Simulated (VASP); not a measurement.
Write the native input for VASP 6.6.1 that does the following.

```
Task                   : relaxation of cell and atoms
Functional             : optB86b-vdW
Potentials or basis    : VASP PAW PBE potentials, release 64 (Al)
Cutoff                 : 600 eV
k mesh                 : 11 × 11 × 11
Occupations            : fermi-dirac, width 0.05 eV
Spin                   : no spin polarisation
Further INCAR settings : ALGO = Fast; EDIFF = 1e-07; IBRION = 2; EDIFFG = -0.01; NSW = 40; ISIF = 3
```

The structure of Al lies in POSCAR:

```
Al
1.0
    0.0000000000      2.0248050000      2.0248050000
    2.0248050000      0.0000000000      2.0248050000
    2.0248050000      2.0248050000      0.0000000000
Al
1
Direct
    0.0000000000      0.0000000000      0.0000000000
```

These files were run (other wordings do the same):

INCAR

```
AGGAC    = 0.0          
ALGO     = Fast           # electronic algorithm
EDIFF    = 1E-7           # SCF threshold, eV
EDIFFG   = -0.01          # ionic threshold
ENCUT    = 600            # plane-wave cutoff, eV
GGA      = MK             # functional
IBRION   = 2              # ionic algorithm
ISIF     = 3              # what is computed and relaxed
ISMEAR   = -1             # smearing method
LASPH    = T              # aspherical terms in the spheres
LCHARG   = F              # write CHGCAR
LREAL    = F              # projectors in reciprocal space
LUSE_VDW = T            
LWAVE    = F              # write WAVECAR
NELM     = 60             # most SCF steps
NSW      = 40             # ionic steps
PARAM1   = 0.1234       
PARAM2   = 1.0          
PREC     = Accurate       # precision mode
SIGMA    = 0.05           # smearing width, eV
```

KPOINTS

```
k-points
0
Gamma
  11 11 11
```

Potentials or basis: VASP PAW PBE potentials, release 64 (Al).

Run with:

```bash
$ cat potpaw_PBE.64/Al/POTCAR > POTCAR
$ mpirun -np 1 vasp_std > vasp.out
```

It gave:

- Relaxed volume: 16.44 Å³/atom
- Relaxed cell: a = 2.854 Å, b = 2.854 Å, c = 2.854 Å, α = 60.00°, β = 60.00°, γ = 60.00°
- Space group after relaxing (to 0.05 Å): Fm-3m (No. 225)
- Energy gained by relaxing: 0.4 meV/atom
- Ionic steps: 3
- Pressure after relaxing: 0.0 GPa
- Band gap on the k mesh: none (metal or under the smearing width)

Caveat: the PAW data sets were made with another functional, which shifts forces and pressure a little.

It took 41 s on 1 thread of Intel(R) Xeon(R) Platinum 8375C CPU @ 2.90GHz (Ice Lake), on a shared host, peak memory 0.26 GiB.
